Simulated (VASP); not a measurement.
Wanted: the native input for a VASP 6.6.1 run.

- Task: single point
- Functional: PBE
- Potentials or basis: VASP PAW PBE potentials, release 64 (Cd, O_h)
- Cutoff: 900 eV
- k mesh: 12 × 12 × 12
- Occupations: gaussian, width 0.02 eV
- Spin: no spin polarisation
- Further INCAR settings: ALGO = Normal; EDIFF = 1e-07; NBANDS = 16

The structure of CdO lies in POSCAR:

```
CdO                                     
1.0
    0.0000000000      2.3891683307      2.3891683307
    2.3891683307      0.0000000000      2.3891683307
    2.3891683307      2.3891683307      0.0000000000
  Cd              O             
     1     1
Direct
     0.0000000000000000    0.0000000000000000    0.0000000000000000
     0.5000000000000000    0.5000000000000000    0.5000000000000000
```

One way to write it, as run:

INCAR

```
SYSTEM = CdO
PREC = Accurate ; ENCUT = 900
EDIFF = 1E-7 ; ISMEAR = 0
SIGMA = 0.02 ; LREAL = .FALSE.
LASPH = .TRUE. ; NELM = 100
ALGO = Normal ; ISIF = 2
LWAVE = .FALSE. ; LCHARG = .FALSE.
GGA = PE ; NBANDS = 16
```

KPOINTS

```
regular mesh
0
G
  12 12 12
  0 0 0
```

Potentials or basis: VASP PAW PBE potentials, release 64 (Cd, O_h).

Run with:

```sh
$ cat potpaw_PBE.64/Cd/POTCAR potpaw_PBE.64/O_h/POTCAR > POTCAR
$ mpirun -np 1 vasp_std > vasp.out
```

It gave:

```
Pressure               : 0.0 GPa
Band gap on the k mesh : none (metal or under the smearing width)
```

Caveat: the cutoff is under 1.25 times the usual one of these potentials, so pressure, stress and relaxed cells hold a basis-set (Pulay) error; this crystal is a semiconductor, whose small gap the functional closes, so the metal is an error of the method.

Wall time 29 s on 1 thread of Intel(R) Xeon(R) 6975P-C (Granite Rapids) (shared host), peak memory 0.24 GiB.
